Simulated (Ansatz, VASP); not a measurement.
One calculation of ZnS (Wurtzite-2H), two programs

```
Zn S
1.0
     3.93121    0.01357    0.02172
    -1.95385    3.25553   -0.02854
     0.03553   -0.03340    6.26631
Zn S
2 2
Cartesian
  0.0476 2.1582 6.2428
  2.0407 1.1720 3.1066
  0.0322 2.2563 2.4029
  2.0401 1.0793 5.5220
```

Alike in both runs: task single point; functional LDA; k mesh 3 × 3 × 2; no spin polarisation.

|  | VASP | Ansatz |
| --- | --- | --- |
| version | VASP 6.6.1 | Ansatz 0.2.0 |
| potentials or method | VASP PAW LDA potentials, release 64 (Zn, S) | plane waves, PAW |
| plane-wave cutoff (eV) | 520 | 544 |
| occupations | gaussian, width 0.01 eV | fixed |
| valence electrons in the cell | 36 | 36 |

```tsv
	VASP	Ansatz	Ansatz less VASP
gap on the k mesh at the Fermi level (eV)	1.79	1.76	-0.028
rms of the force components (eV/Å)	0.277	0.275	-0.0026
```

Atom by atom the forces differ by 0.003 eV/Å (rms over components).

Caveats: the k mesh is coarse (spacing up to 0.64 Å⁻¹), so the values aren't converged.
